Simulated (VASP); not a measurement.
The system is RbBr.

```
CELL_PARAMETERS angstrom
0.00000 3.91322 3.78208
3.91322 0.00000 3.78208
3.91322 3.91322 0.00000
ATOMIC_POSITIONS crystal
Rb 0.00000 0.00000 0.00000
Br 0.25000 0.25000 0.25000
```

The cell was built by a generator and needn't be a form met in nature.

The cell isn't the ideal one: epitaxial_xy strain +1.1%.

Base run:

| Item | Value |
| --- | --- |
| Program | VASP 6.6.1 |
| Functional | r2SCAN |
| Potentials or basis | VASP PAW PBE potentials, release 64 (Rb_sv, Br) |
| Cutoff | 520 eV |
| k mesh | 6 × 6 × 6 |
| Occupations | gaussian, width 0.01 eV |
| Spin | no spin polarisation |

Its results: band gap on the k mesh 4.64 eV, indirect (least direct gap 4.73 eV); pressure 0.0 GPa.

Problem. The run is repeated on the same cell with these changes: functional from r2SCAN to HSE06; k mesh from 6 × 6 × 6 to 4 × 4 × 4. What comes out?

Solution. Band gap on the k mesh 5.17 eV, indirect (least direct gap 5.26 eV); pressure 0.1 GPa.

Several settings changed at once, so the effect can't be laid on one alone.

Caveats: the PAW data sets were made with another functional, which shifts forces and pressure a little.

A k mesh can miss the band edges.
